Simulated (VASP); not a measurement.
# BAs: equation of state in the RPA

BAs, F-43m (no. 216), 2 atoms in the cell. PBE, RPA total energies; PAW potentials As_GW, B_GW (PBE set).

k mesh of the exchange step: 8 × 8 × 8; Volumes (share of the given one): 0.92, 0.96, 1, 1.04, 1.08.

## Input

INCAR.step1:
```
ALGO     = Normal         # electronic algorithm
EDIFF    = 1E-8           # SCF threshold, eV
ENCUT    = 400            # plane-wave cutoff, eV
GGA      = PE             # functional
ISMEAR   = 0              # smearing method
KPAR     = 8            
LASPH    = T              # aspherical terms in the spheres
LCHARG   = F              # write CHGCAR
LREAL    = F              # projectors in reciprocal space
LWAVE    = T              # write WAVECAR
PREC     = Accurate       # precision mode
SIGMA    = 0.05           # smearing width, eV
```

INCAR.step2, as INCAR.step1 but for:
```
- ALGO = Normal
- LWAVE = T
+ AEXX = 1.0
+ AGGAC = 0.0
+ ALDAC = 0.0
+ ALGO = Eigenval
+ HFRCUT = -1
+ LHFCALC = T
+ LWAVE = F
+ NELM = 1
+ PRECFOCK = Fast
```

INCAR.step3:
```
ALGO     = ACFDT          # electronic algorithm
EDIFF    = 1E-8           # SCF threshold, eV
ENCUT    = 400            # plane-wave cutoff, eV
ESF_SPLINES= T            
GGA      = PE             # functional
ISMEAR   = 0              # smearing method
LASPH    = T              # aspherical terms in the spheres
LCHARG   = F              # write CHGCAR
LREAL    = F              # projectors in reciprocal space
LWAVE    = F              # write WAVECAR
NOMEGA   = 10             # frequency points
PREC     = Accurate       # precision mode
PRECFOCK = Fast         
SIGMA    = 0.05           # smearing width, eV
```

KPOINTS.step1:
```
k-points
0
Gamma
  8 8 8
```

KPOINTS.step3:
```
k-points
0
Gamma
  6 6 6
```

POSCAR.step1:
```
BAs
1.0
    0.0000000000      2.3230284114      2.3230284114
    2.3230284114      0.0000000000      2.3230284114
    2.3230284114      2.3230284114      0.0000000000
As B
1 1
Direct
    0.7500000000      0.7500000000      0.7500000000
    0.0000000000      0.0000000000      0.0000000000
```

POSCAR.step4:
```
BAs
1.0
    0.0000000000      2.3562190158      2.3562190158
    2.3562190158      0.0000000000      2.3562190158
    2.3562190158      2.3562190158      0.0000000000
As B
1 1
Direct
    0.7500000000      0.7500000000      0.7500000000
    0.0000000000      0.0000000000      0.0000000000
```

POSCAR.step7:
```
BAs
1.0
    0.0000000000      2.3885000000      2.3885000000
    2.3885000000      0.0000000000      2.3885000000
    2.3885000000      2.3885000000      0.0000000000
As B
1 1
Direct
    0.7500000000      0.7500000000      0.7500000000
    0.0000000000      0.0000000000      0.0000000000
```

POSCAR.step10:
```
BAs
1.0
    0.0000000000      2.4199312360      2.4199312360
    2.4199312360      0.0000000000      2.4199312360
    2.4199312360      2.4199312360      0.0000000000
As B
1 1
Direct
    0.7500000000      0.7500000000      0.7500000000
    0.0000000000      0.0000000000      0.0000000000
```

POSCAR.step13:
```
BAs
1.0
    0.0000000000      2.4505665292      2.4505665292
    2.4505665292      0.0000000000      2.4505665292
    2.4505665292      2.4505665292      0.0000000000
As B
1 1
Direct
    0.7500000000      0.7500000000      0.7500000000
    0.0000000000      0.0000000000      0.0000000000
```

Commands (each step's output is kept before the next begins):
```
cat potpaw_PBE.64/As_GW/POTCAR potpaw_PBE.64/B_GW/POTCAR > POTCAR
cp INCAR.step1 INCAR
cp KPOINTS.step1 KPOINTS
cp POSCAR.step1 POSCAR
mpirun -np 8 vasp_std > vasp.out
cp INCAR.step2 INCAR
mpirun -np 8 vasp_std > vasp.out
rm WAVECAR CHG
cp INCAR.step3 INCAR
cp KPOINTS.step3 KPOINTS
mpirun -np 8 vasp_std > vasp.out
rm WAVECAR CHG
cp INCAR.step1 INCAR
cp KPOINTS.step1 KPOINTS
cp POSCAR.step4 POSCAR
mpirun -np 8 vasp_std > vasp.out
cp INCAR.step2 INCAR
mpirun -np 8 vasp_std > vasp.out
rm WAVECAR CHG
cp INCAR.step3 INCAR
cp KPOINTS.step3 KPOINTS
mpirun -np 8 vasp_std > vasp.out
rm WAVECAR CHG
cp INCAR.step1 INCAR
cp KPOINTS.step1 KPOINTS
cp POSCAR.step7 POSCAR
mpirun -np 8 vasp_std > vasp.out
cp INCAR.step2 INCAR
mpirun -np 8 vasp_std > vasp.out
rm WAVECAR CHG
cp INCAR.step3 INCAR
cp KPOINTS.step3 KPOINTS
mpirun -np 8 vasp_std > vasp.out
rm WAVECAR CHG
cp INCAR.step1 INCAR
cp KPOINTS.step1 KPOINTS
cp POSCAR.step10 POSCAR
mpirun -np 8 vasp_std > vasp.out
cp INCAR.step2 INCAR
mpirun -np 8 vasp_std > vasp.out
rm WAVECAR CHG
cp INCAR.step3 INCAR
cp KPOINTS.step3 KPOINTS
mpirun -np 8 vasp_std > vasp.out
rm WAVECAR CHG
cp INCAR.step1 INCAR
cp KPOINTS.step1 KPOINTS
cp POSCAR.step13 POSCAR
mpirun -np 8 vasp_std > vasp.out
cp INCAR.step2 INCAR
mpirun -np 8 vasp_std > vasp.out
rm WAVECAR CHG
cp INCAR.step3 INCAR
cp KPOINTS.step3 KPOINTS
mpirun -np 8 vasp_std > vasp.out
```

## Result

- RPA volume at rest (Å³/atom): 13.71
- RPA bulk modulus (GPa): 143
- PBE volume at rest (Å³/atom): 13.96
- PBE bulk modulus (GPa): 132
- Exact exchange without correlation: volume at rest (Å³/atom): 13.77
- Exact exchange without correlation: bulk modulus (GPa): 157

Energy against volume (meV/atom, each curve from its lowest point):

| Volume (Å³/atom) | PBE | Exact exchange, no correlation | RPA total |
|---|---|---|---|
| 12.54 | 70.4 | 62.5 | 51.7 |
| 13.08 | 24.1 | 17.7 | 13.6 |
| 13.63 | 2.1 | 0 | 0 |
| 14.17 | 0 | 4.6 | 6.4 |
| 14.72 | 14.1 | 27.7 | 29.1 |

VASP 6.6.1 took 2362 s on 8 cores (Intel Xeon Platinum 8175M @ 2.50GHz (Skylake/Cascade Lake)), a shared host.
